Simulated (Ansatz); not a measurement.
Compare A (`CC(C)(C)O`) with its isomer B (`CCOCC`).

Computed with Ansatz on PBE0-D4/def2-TZVP structures; ΔE is electronic, products minus reactants. CCSD(T)/CBS adds triple-zeta CCSD(T) − MP2 to the extrapolated MP2 energy (def2 sets, frozen cores). Functionals use def2-TZVPP. One conformer a species, not always the lowest.

A:

Z-matrix (Å, degrees):
```
C
C 1 1.523
H 1 1.093 2 111.3
H 1 1.092 2 110.2 3 120.5
H 1 1.095 2 110.7 3 -119.7
C 2 1.517 1 110.8 3 -61.9
C 2 1.523 1 110.7 3 61.4
O 2 1.426 1 109.7 3 -177.5
H 6 1.092 2 110.2 1 -178.1
H 6 1.092 2 110.2 1 -58.7
H 6 1.092 2 110.8 1 61.6
H 7 1.093 2 111.3 1 -61.3
H 7 1.092 2 110.2 1 178.2
H 7 1.095 2 110.7 1 58.4
H 8 0.961 2 108.1 1 -60.8
```

B:

```xyz
15

C     0.666    1.249   -1.877
C    -0.033    0.788   -0.624
O     0.800   -0.128    0.041
C     0.323   -0.536    1.301
C    -0.843   -1.503    1.231
H     0.869    0.401   -2.535
H     0.043    1.964   -2.419
H     1.616    1.728   -1.634
H    -0.999    0.328   -0.878
H    -0.246    1.643    0.037
H     1.172   -1.015    1.795
H     0.049    0.347    1.899
H    -0.579   -2.374    0.626
H    -1.735   -1.042    0.801
H    -1.102   -1.849    2.235
```

(1) Which is lower in electronic energy at CCSD(T)/CBS, and by how much? (Estimate.)

(2) Give E(B) − E(A) in kJ/mol with CCSD(T)/def2-TZVPP, HF/def2-TZVPP, PBE0-D4, r2SCAN-D4, CCSD(T)/def2-SVP, LDA (SPW92), MP2/def2-TZVPP. (Estimate.)

Largest T1 diagnostic: 0.010.

Results:

(1) Ansatz gave: A, by 63.9 kJ/mol.

(2) Computed: CCSD(T)/def2-TZVPP 61.2, HF/def2-TZVPP 43.2, PBE0-D4 56.0, r2SCAN-D4 58.1, CCSD(T)/def2-SVP 57.2, LDA (SPW92) 59.8, MP2/def2-TZVPP 67.5. None reverses the order clearly.

At CCSD(T), def2-SVP lies −6.7 kJ/mol from the extrapolated value and def2-TZVPP −2.7 kJ/mol. From BLYP to BHLYP (50 % exact exchange), in def2-TZVPP and without D4, E(B) − E(A) moves by +7.2 kJ/mol.
